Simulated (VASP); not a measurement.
Input of a VASP 6.6.1 run:

INCAR

```
SYSTEM = SnTe
  PREC = Accurate
  ENCUT = 520
  EDIFF = 1E-7
  ISMEAR = 0
  SIGMA = 0.05
  LREAL = .FALSE.
  LASPH = .TRUE.
  NELM = 100
  ALGO = Fast
  ISIF = 2
  LWAVE = .FALSE.
  LCHARG = .FALSE.
  GGA = PE
  NBANDS = 17
```

Contents of KPOINTS:

```
Automatic mesh
0
G
  8 8 8
  0 0 0
```

Contents of POSCAR:

```
SnTe
1.0
    0.0350642277      3.7317221649      3.6328850989
    3.7974811336     -0.0117362245      3.6796855511
    3.7472500927      3.7282915762      0.0384948164
Sn Te
1 1
Direct
    0.0077814633      0.0000803069      0.0056768682
    0.7422185367      0.7499196931      0.7443231318
```

Potentials or basis: VASP PAW PBE potentials, release 64 (Sn_d, Te).

Launch:

```bash
$ cat potpaw_PBE.64/Sn_d/POTCAR potpaw_PBE.64/Te/POTCAR > POTCAR
$ mpirun -np 1 vasp_std > vasp.out
```

Task: Estimate the band gap on the k mesh.

Result: 0.21 eV, indirect (least direct gap 0.87 eV).

Task: Predict the pressure.

Result: -1.6 GPa.

Task: Predict the largest force.

Result: 0.246 eV/Å.

Forces in eV/Å, atoms in the order of the input:
```
Sn  -0.059 -0.223 -0.085
Te   0.059  0.223  0.085
```

Caveat: spin-orbit coupling is left out, which moves the levels of the heavy elements. A k mesh can miss the band edges.
